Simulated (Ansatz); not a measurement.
# TaGe2As4 monolayer in a perpendicular field, part 2 of 2

Aim: how the TaGe2As4 monolayer screens a field along its normal, and what the field does to its bands. A positive field points along +c.

Ansatz 0.2.0; plane-wave DFT, PBE-D3(BJ), Ansatz PAW.

So far. Step 2 (Relaxation): The lattice constant a goes from 3.730 to 3.711 Å.

### Step 3. Single point, field 0

A sawtooth potential applies the field, turning back in the middle of the vacuum. With the dipole correction the typed value is the field outside the slab. The induced dipole is small, so the SCF threshold is tight.

The cell differs from the one that the last finished run ended in (c 50.223 → 28.180 Å).

input.yaml

```yaml
crystal:
  lattice:
    - [3.7105404402, 0.0, 0.0]
    - [-1.8552702201, 3.213422283, 0.0]
    - [0.0, 0.0, 28.1797340917]
  atoms:
    - { symbol: As, position: [0.0, 0.0, 0.3193784573] }
    - { symbol: Ge, position: [0.3333333333, 0.6666666667, 0.3604463161] }
    - { symbol: As, position: [0.3333333333, 0.6666666667, 0.4469196462] }
    - { symbol: Ta, position: [0.0, 0.0, 0.5] }
    - { symbol: As, position: [0.3333333333, 0.6666666667, 0.5530803538] }
    - { symbol: Ge, position: [0.3333333333, 0.6666666667, 0.6395536839] }
    - { symbol: As, position: [0.0, 0.0, 0.6806215427] }
kpoints:
  mp_grid: { grid: [12, 12, 1] }
  band_path:
    path: [[0, 0, 0], [0.5, 0, 0], [0.33333333, 0.33333333, 0], [0, 0, 0]]
    npoints: 16
hamiltonian:
  xc: pbe
  dispersion: d3bj
scf:
  occupations: { method: fermi_dirac, width: 0.02585 }
  convergence: { dr2_threshold: 1.0e-10 }
efield:
  axis: 3
  dipole_correction: true
  ramp_position: 0.97
  ramp_width: 0.06
  amplitude: 0
output:
  dos: { projected: true, e_range: [-6, 5] }
  write_potential: true
  write_density: true
  volumetric_format: npy
  elf: true
```

Started as:

```
$ ansatz run input.yaml --threads 4 --pin off --max-ram 6144MiB --backend cpu --events-out ev --progress --plain --runs-dir out
```

Numbers of over 12 decimals in the logs are rounded to 6 here.

Output:

```text
[...]
Crystal: 7 atoms, lattice volume = 336.002 Å³
Basis set: ecut = 420 eV, 6587 PW (Γ)
Bands: 61, of which v1, the nominal top of the filled ones, is band 51 counted from 1 (50 counted from 0)
Symmetry: 6 space group operations
k-points: 19 of 144 (time reversal used)
[...]
SCF iter   1: F=—  HF=-37949.703123 eV  |F-HF|=—  |Δ(HF+E_count)|=         —  Δρ=2.92e-3  dr2=4.18e-2  ethr=1.77e-3  p=0.000 e·Å  D=1.93e-13 V/Å  ΔV_dip=-0.00 eV  dr2_dipole=4.72e-9  V_vac-E_F(+/−)=5.03/5.03 eV  ⟨swp⟩=7.3  Hψ=4516  notcnv=0  defer=1
efield: sawtooth ramp at fractional position 0.9700 (set: `efield.ramp_position`, or a place that a band, a saddle search or an elastic batch's reference lends), width 0.0600; the density the first Hamiltonian is built on has a dipole p = 0.000 e·Å; the dipole correction subtracts the counter field D = 1.93e-13 V/Å, which shifts the + side's vacuum level by -0.00 eV against the − side's; the planar-averaged density in the ramp window peaks in size at 2.0e-5 e/Å³
[...]
SCF iter   2: F=—  HF=-37949.704273 eV  |F-HF|=—  |Δ(HF+E_count)|=   1.15e-3  Δρ=1.16e-3  dr2=1.14e-2  ethr=4.14e-5  p=-0.000 e·Å  D=-1.00e-5 V/Å  ΔV_dip=0.00 eV  dr2_dipole=1.36e-8  V_vac-E_F(+/−)=4.93/4.93 eV  ⟨swp⟩=3.7  Hψ=2384  notcnv=0  defer=69
[...]
SCF iter  11: F=-37949.702496 eV  HF=-37949.702496 eV  |F-HF|=2.91e-11  |Δ(HF+E_count)|=  8.00e-11  Δρ=8.73e-8  dr2=2.94e-11  ethr=1.00e-12  p=0.000 e·Å  D=1.29e-8 V/Å  ΔV_dip=-0.00 eV  dr2_dipole=1.13e-14  V_vac-E_F(+/−)=4.91/4.91 eV  ⟨swp⟩=9.7  Hψ=3364  notcnv=0
SCF 1 converged in 11 iterations: F = -37949.702496 eV  dr2 = 2.94e-11
[...]
NSCF: frozen V_eff on 49 k-points
efield: sawtooth ramp at fractional position 0.9700 (kept from the solve that this one continues, or follows in the run), width 0.0600; the density the first Hamiltonian is built on has a dipole p = 0.000 e·Å; the dipole correction subtracts the counter field D = 1.29e-8 V/Å, which shifts the + side's vacuum level by -0.00 eV against the − side's; the planar-averaged density in the ramp window peaks in size at 3.5e-6 e/Å³
WARN: The output density's exchange-correlation potential varies sharply where the density is thin. Do not read a vacuum level from v_tot or v_xc, or from such a field of the output density. On a cell that repeats whose density bears no net charge and no dipole along the vacuum's axis use v_es (v_loc + v_h of the components); under efield.dipole_correction with no amplitude use v_es + v_field, which holds any externa [...]
SCF converged after 11 iterations
Free energy (F): -37949.702496 eV
[...]
Internal energy: -37949.695637 eV  (E = F + TS)
E sigma→0 (E₀):  -37949.699067 eV
Entropy (-TS):   -0.006859 eV (-0.980 meV/atom)
Fermi energy:    1.928807 eV
Dipole field:    D = -0.000000 V/Å  (p = -0.000000 e·Å, saw-weighted, corrected)
Work function:   Φ+ = 4.9062 eV   Φ− = 4.9062 eV
Levels:          The Fermi level and band energies are counted from a zero that moves with the ramp; work functions are not
[...]
--- Band table (eV; the first three rows and the last of 19) ---
  k-point 0: bands = [... 47 lower, 1.5617, 1.7231, 1.7231, 2.3175, 3.6815, 3.8457, 5.0227, 5.0227, ... 6 higher]
  k-point 1: bands = [... 47 lower, 1.3788, 1.4466, 1.5642, 2.3759, 4.2583, 4.2657, 4.8935, 4.9974, ... 6 higher]
  k-point 2: bands = [... 47 lower, 0.9871, 1.1928, 1.2054, 2.2378, 4.0589, 4.1453, 4.7961, 5.1874, ... 6 higher]
  k-point 18: bands = [... 47 lower, -0.4658, 0.3080, 1.0703, 2.6529, 3.0323, 3.3522, 4.2197, 4.2242, ... 6 higher]
```

The job ended after 16 s (4 threads of Intel Xeon Platinum 8488C (Sapphire Rapids), shared host; peak memory 1.3 GiB; 62 s of CPU time).

Numbers from this step:

```yaml
energy_at_zero_smearing: -37949.6991 eV
work_function_upper_face: 4.906 eV
dipole_along_the_normal: -1.81e-7 e·Å
```

Running mean over a fixed 2.8 Å (it still follows the layers) of the planar mean; the ramp of the sawtooth is left out. Table of electron's electrostatic potential energy less the Fermi level by z:

```csv
z (Å),electron's electrostatic potential energy less the Fermi level (eV)
4,4.91
5,4.90
6,4.85
7,3.97
8,1.30
9,-2.99
10,-3.86
11,-2.53
12,-1.09
13,-5.00
14,-6.92
15,-5.69
16,-1.34
17,-2.07
18,-3.60
19,-3.57
20,0.565
21,3.55
22,4.81
23,4.90
24,4.91
25,4.91
```

The density of states has structure finer than the step of the table below, so its rows give means over 0.2 eV, whole bins alone (the curve runs from -6 to 1.99 eV). Peaks (eV: height): -4.46: 10.5, -3.96: 8.38, -2.94: 12.5, -2.00: 9.45, -1.64: 10.1, -1.37: 8.62, -1.15: 8.73.

Density of states against energy, zero at the Fermi level; means over each step:

energy (eV), density of states (states/eV a cell) and a bar:
```
     -5.8        1.1 ####
     -5.6        1.0 ####
     -5.4        0.0 
     -5.2        0.0 
     -5.0        0.0 
     -4.8        1.1 ####
     -4.6        3.3 #############
     -4.4        6.3 #########################
     -4.2        3.3 #############
     -4.0        4.2 #################
     -3.8        4.5 ##################
     -3.6        3.0 ############
     -3.4        3.1 ############
     -3.2        3.1 ############
     -3.0        4.2 #################
     -2.8        3.6 ##############
     -2.6        4.6 ##################
     -2.4        5.7 #######################
     -2.2        5.5 ######################
     -2.0        7.5 ##############################
     -1.8        5.2 #####################
     -1.6        5.8 #######################
     -1.4        7.1 ############################
     -1.2        7.2 #############################
     -1.0        6.1 ########################
     -0.8        2.8 ###########
     -0.6        1.7 #######
     -0.4        1.9 ########
     -0.2        2.2 #########
      0.0        2.9 ############
      0.2        1.7 #######
      0.4        1.6 ######
      0.6        0.3 #
      0.8        0.0 
      1.0        0.1 #
      1.2        2.6 ###########
      1.4        2.6 ##########
      1.6        1.7 #######
      1.8        2.3 #########
```

Projected DOS per atom over height of the atomic layer and energy from the Fermi level. Layers: As Ge As Ta As Ge As from below.

Ten even steps from '_' (0.00 states/eV) to '@' (1.86 states/eV), each cell a mean:
```
....__--__....
....__--__....
__..__::__..__
______________
______++______
______@@______
____..==..____
..__::::::__..
++..##**##..++
++..**##**..++
**::==++==::**
**--======--**
==--==--==--==
::::::--::::::
::::::--::::::
::::::::::::::
::::==--==::::
::--++--++--::
____::::::____
______________
______________
....______....
```
Columns: height of the atomic layer (Å) from 9 to 19.2 (not evenly spaced); rows upwards: energy from the Fermi level (eV) from -5.96 to 1.96.

The electronic bands at the labelled points (eV, zero at the Fermi level):

```csv
point,band 47,band 48,band 49,band 50,band 51,band 52,band 53,band 54
Γ,-0.37,-0.37,-0.21,-0.21,0.39,1.75,1.92,3.09
halfway,-1.68,-1.16,-1.11,-1.05,-0.02,1.75,1.92,2.44
M,-1.97,-1.71,-1.69,-0.66,-0.51,1.29,1.50,2.18
halfway,-2.06,-1.95,-1.64,-1.13,0.06,1.30,2.06,2.20
K,-2.74,-2.39,-1.62,-0.86,0.72,1.10,1.42,2.29
halfway,-1.91,-1.37,-1.34,-0.99,-0.03,1.97,2.56,2.82
Γ,-0.37,-0.37,-0.21,-0.21,0.39,1.75,1.92,3.09
```

ELF in the ca plane at fractional y = 0.667, with atoms of Ge and As within 0.2 Å of it. It is the smooth field of the valence electrons, not physical close to the nuclei.

Values, 6 rows by 16 columns, each cell a mean:
```
0.00 0.00 0.00 0.00 0.01 0.14 0.57 0.59 0.48 0.16 0.14 0.31 0.16 0.20 0.29 0.08
0.00 0.00 0.00 0.00 0.01 0.11 0.51 0.58 0.53 0.22 0.23 0.45 0.18 0.29 0.42 0.15
0.00 0.00 0.00 0.00 0.00 0.02 0.16 0.40 0.43 0.40 0.56 0.65 0.38 0.56 0.62 0.49
0.00 0.00 0.00 0.00 0.00 0.00 0.03 0.22 0.15 0.31 0.58 0.31 0.37 0.45 0.31 0.62
0.00 0.00 0.00 0.00 0.00 0.01 0.05 0.25 0.22 0.35 0.60 0.41 0.39 0.50 0.41 0.61
0.00 0.00 0.00 0.00 0.00 0.05 0.27 0.48 0.52 0.38 0.48 0.68 0.32 0.52 0.64 0.39
```
Columns run along c (16.0 Å, from fractional 0.06 to 0.62 of the cell), rows up along a (3.7 Å). Atoms in or near the plane, at fractional coordinates: Ge at (0.36, 0.33), As at (0.45, 0.33), As at (0.55, 0.33).

Valence density in the ca plane at fractional y = 0.667, with atoms of Ge and As within 0.2 Å of it. It is the smooth field of the valence electrons, not physical close to the nuclei.

Ten steps, logarithmic in the rise over the least value, from '0' (0 e/Å³) to '9' (35 e/Å³), each cell a mean:
```
00000000000000000000111100000000011111000000
00000000000000000000111000000000011110000000
00000000000000000000111100000000111111100000
00000000000000000000011111000111111111111000
00000000000000000000011332111234211112342111
00000000000000000000012685212477521113775211
00000000000000000000013897212589621114897322
00000000000000000000012675212467421113675211
00000000000000000000011222111233211112232111
00000000000000000000011110000011111111111000
```
Columns run along c (16.0 Å, from fractional 0.06 to 0.62 of the cell), rows up along a (3.7 Å). Atoms in or near the plane, at fractional coordinates: Ge at (0.36, 0.33), As at (0.45, 0.33), As at (0.55, 0.33).

Electrostatic potential energy in the ca plane at fractional y = 0.667, with atoms of Ge and As within 0.2 Å of it. With pseudopotentials it is smooth inside the atoms' cores, unlike the true potential.

Ten even steps from '0' (-23 eV) to '9' (7 eV), each cell a mean:
```
99999999999999999998767889999998875567899999
99999999999999999998667889999999864457899999
99999999999999999998777888999998875567889999
99999999999999999998877666888766777777667888
99999999999999999999874102577433368874333577
99999999999999999999861000264388447863795364
99999999999999999999850000163599637853998363
99999999999999999999861000265378447863684365
99999999999999999999875212687433477875333687
99999999999999999998877777898877777677777898
```
Columns run along c (16.0 Å, from fractional 0.06 to 0.62 of the cell; values clipped at the 3rd and 97th percentile), rows up along a (3.7 Å). Atoms in or near the plane, at fractional coordinates: Ge at (0.36, 0.33), As at (0.45, 0.33), As at (0.55, 0.33).

The work function of the upper face is 4.91 eV.

### Step 4. Single point, field 0.1 V/Å

Changes to input.yaml since step 3:

```diff
@@ -29,5 +29,4 @@
   ramp_width: 0.06
-  amplitude: 0
+  amplitude: 0.1
 output:
-  dos: { projected: true, e_range: [-6, 5] }
   write_potential: true
@@ -35,2 +34 @@
   volumetric_format: npy
-  elf: true
```

Output:

```text
[...]
Crystal: 7 atoms, lattice volume = 336.002 Å³
Basis set: ecut = 420 eV, 6587 PW (Γ)
Bands: 61, of which v1, the nominal top of the filled ones, is band 51 counted from 1 (50 counted from 0)
Symmetry: 6 space group operations
k-points: 19 of 144 (time reversal used)
[...]
k-point 0: bands = [... 47 lower, 1.5604, 1.7238, 1.7238, 2.3171, 3.6786, 3.8474, 5.0217, 5.0217, ... 6 higher]
  k-point 1: bands = [... 47 lower, 1.3777, 1.4461, 1.5647, 2.3755, 4.2394, 4.2829, 4.8913, 4.9980, ... 6 higher]
  k-point 2: bands = [... 47 lower, 0.9864, 1.1923, 1.2056, 2.2374, 4.0541, 4.1487, 4.7951, 5.1870, ... 6 higher]
  k-point 18: bands = [... 47 lower, -0.4665, 0.3075, 1.0702, 2.6524, 3.0317, 3.3517, 4.2193, 4.2232, ... 6 higher]
[key lines of the parts left out:]
SCF converged after 13 iterations
Free energy (F): -37949.706579 eV
Fermi energy:    1.928378 eV
Dipole field:    D = 0.043976 V/Å  (p = 0.081657 e·Å, saw-weighted, corrected)
```

Wall time 16 s (4 threads); peak memory 1.1 GiB.

The dipole is 0.0817 e·Å.

### Step 5. Atoms held, field -0.1 V/Å

Changes to input.yaml since step 4:

```diff
@@ -29,3 +29,3 @@
   ramp_width: 0.06
-  amplitude: 0.1
+  amplitude: -0.1
 output:
```

Output:

```text
[...]
Crystal: 7 atoms, lattice volume = 336.002 Å³
Basis set: ecut = 420 eV, 6587 PW (Γ)
Bands: 61, of which v1, the nominal top of the filled ones, is band 51 counted from 1 (50 counted from 0)
Symmetry: 6 space group operations
k-points: 19 of 144 (time reversal used)
[...]
k-point 0: bands = [... 47 lower, 1.5604, 1.7238, 1.7238, 2.3171, 3.6786, 3.8474, 5.0217, 5.0217, ... 6 higher]
  k-point 1: bands = [... 47 lower, 1.3777, 1.4461, 1.5647, 2.3755, 4.2394, 4.2829, 4.8913, 4.9980, ... 6 higher]
  k-point 2: bands = [... 47 lower, 0.9864, 1.1923, 1.2056, 2.2374, 4.0541, 4.1487, 4.7951, 5.1870, ... 6 higher]
  k-point 18: bands = [... 47 lower, -0.4665, 0.3075, 1.0702, 2.6524, 3.0317, 3.3517, 4.2193, 4.2232, ... 6 higher]
[key lines of the parts left out:]
SCF converged after 13 iterations
Free energy (F): -37949.706579 eV
Fermi energy:    1.928378 eV
Dipole field:    D = -0.043976 V/Å  (p = -0.081658 e·Å, saw-weighted, corrected)
```

It took 17 s on 4 threads; peak memory 1.1 GiB; 64 s of CPU time.

The dipole is -0.0817 e·Å.

### Step 6. Response, atoms held

This step: plane-wave DFT, PBE-D3(BJ), Ansatz PAW; response to a field along the normal, atoms held (Ansatz 0.2.0).

The dipoles give the slope, and the difference of two potentials shows where the field is screened.

This step gave:

| Property | Result |
| --- | --- |
| equivalent conductor thickness p/(ε₀AE) | 12.39 Å |
| distance between the outer atoms | 10.18 Å |

Dipole of the cell against applied field:

```csv
applied field (V/Å),dipole of the cell (e·Å)
-0.1000,-0.0817
0.0000,-1.8e-7
0.1000,0.0817
```

Local field over the applied field, running mean. From the potentials at -0.1 and 0.1 V/Å; running mean over 2.5 Å. The local field over applied field by z:

```csv
z (Å),local field over applied field
4.5,0.998
5.0,0.994
5.5,0.982
6.0,0.953
6.5,0.886
7.0,0.762
7.5,0.594
8.0,0.414
8.5,0.242
9.0,0.107
9.5,0.0462
10.0,0.0366
10.5,0.0382
11.0,0.0497
11.5,0.0583
12.0,0.0424
12.5,0.0262
13.0,0.0265
13.5,0.0223
14.0,0.0134
14.5,0.0183
15.0,0.0266
15.5,0.0253
16.0,0.0345
16.5,0.0551
17.0,0.0549
17.5,0.0409
18.0,0.0365
18.5,0.0396
19.0,0.0762
19.5,0.187
20.0,0.351
20.5,0.530
21.0,0.705
21.5,0.849
22.0,0.935
22.5,0.975
23.0,0.991
23.5,0.997
24.0,0.999
```

Electrons, planar mean, per unit field. The induced electron density by z:

```csv
z (Å),induced electron density (e/Å³ per V/Å)
4.5,9.2e-6
5.0,2.8e-5
5.5,8.2e-5
6.0,2.3e-4
6.5,5.9e-4
7.0,0.00141
7.5,0.00279
8.0,0.00353
8.5,0.00152
9.0,6.2e-4
9.5,6.0e-4
10.0,-6.0e-4
10.5,-9.5e-4
11.0,4.5e-4
11.5,2.9e-4
12.0,-1.8e-4
12.5,5.7e-4
13.0,3.3e-4
13.5,-7.6e-4
14.0,-1.8e-4
14.5,7.4e-4
15.0,5.4e-5
15.5,-5.7e-4
16.0,-7.6e-5
16.5,-2.6e-5
17.0,-5.6e-4
17.5,3.9e-4
18.0,0.00107
18.5,-3.7e-4
19.0,-5.4e-4
19.5,-9.3e-4
20.0,-0.00309
20.5,-0.00327
21.0,-0.00186
21.5,-8.2e-4
22.0,-3.2e-4
22.5,-1.2e-4
23.0,-4.2e-5
23.5,-1.4e-5
24.0,-4.4e-6
```

By hand: between -0.1 and 0.1 V/Å the dipole changes by 0.1633 e·Å, a slope of 0.8166 e·Å²/V. A perfect conductor of thickness t has p = ε₀AEt, so t = 180.95 × 0.8166 / 11.924 = 12.39 Å (e/ε₀ = 180.95 V·Å, A in Å²).

The induced dipole is that of a conductor 12.39 Å thick.

### Step 7. What came out

| Property | Result |
| --- | --- |
| gap without field | none |
| work function, upper face | 4.91 eV |
| equivalent conductor thickness, atoms held | 12.4 Å |

In words: The induced dipole equals that of a perfect conductor 12.39 Å thick, while the outer atoms lie 10.18 Å apart. There is no gap over 0.03 eV, with or without the field. The first relaxation ran with spin and lost its moment, and the later runs have none; other magnetic states were not tried. Spin-orbit coupling is left out, which matters for the bands of elements this heavy. The outer anions sit over the metal atoms, one of several polytypes of such layers and not the lowest for every compound.

[Logs are printed without paths, hosts, clocks, repeated set-up lines and the standing remarks that a program may print on its own settings, such as how far it seeks lower states.]

[Hosts, paths, dates, database ids (printed as entryN), source tags and the programs' standing remarks are cut or masked in the printed files.]

[Maps of the electrostatic potential energy from Ansatz leave out the sawtooth potential of an applied field or a dipole correction, so their vacuum need not be flat; planar profiles and work functions include it.]

[The density of states shown here was stored with 400 of the rows of the run's finer table, so its peaks can read low, often by over a quarter, or be missed, and its means over a window can be off by a tenth or more.]
